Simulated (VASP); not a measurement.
Input of a VASP 6.6.1 run:

The input INCAR:

```
SYSTEM = TiS2
  ALGO = Normal
  EDIFF = 1E-7
  EDIFFG = -0.005
  ENCUT = 600
  IBRION = 2
  ISIF = 3
  ISMEAR = 1
  LASPH = .True.
  LCHARG = .False.
  LREAL = .False.
  LWAVE = .False.
  NELM = 80
  NSW = 90
  PREC = Accurate
  SIGMA = 0.1
```

The input KPOINTS:

```
k-points
0
Gamma
  12 12 7
  0 0 0
```

Contents of POSCAR:

```
TiS2                                    
1.0
    3.3143739951     -0.0000000000     -0.0000000000
   -1.6571869975      2.8703320774      0.0000000000
   -0.0000000000     -0.0000000000      5.4468436825
  Ti              S             
     1     2
Direct
     0.0000000000000000    0.0000000000000000    0.0000000000000000
     0.3333333332999970    0.6666666667000030    0.2612242069728148
     0.6666666667000030    0.3333333332999970    0.7387757930271852
```

Potentials or basis: VASP PAW LDA potentials, release 64 (Ti_sv, S).

The run is started by

```console
$ cat potpaw_LDA.64/Ti_sv/POTCAR potpaw_LDA.64/S/POTCAR > POTCAR
$ mpirun -np 1 vasp_std > vasp.out
```

(1) What does it give for the relaxed cell?

(2) What does it give for the space group after relaxing (to 0.05 Å)?

(3) What does it give for the relaxed volume?

## Answers

(1) a = 3.313 Å, b = 3.313 Å, c = 5.450 Å, α = 90.00°, β = 90.00°, γ = 120.00°.

(2) P-3m1 (No. 164).

(3) 17.27 Å³/atom.
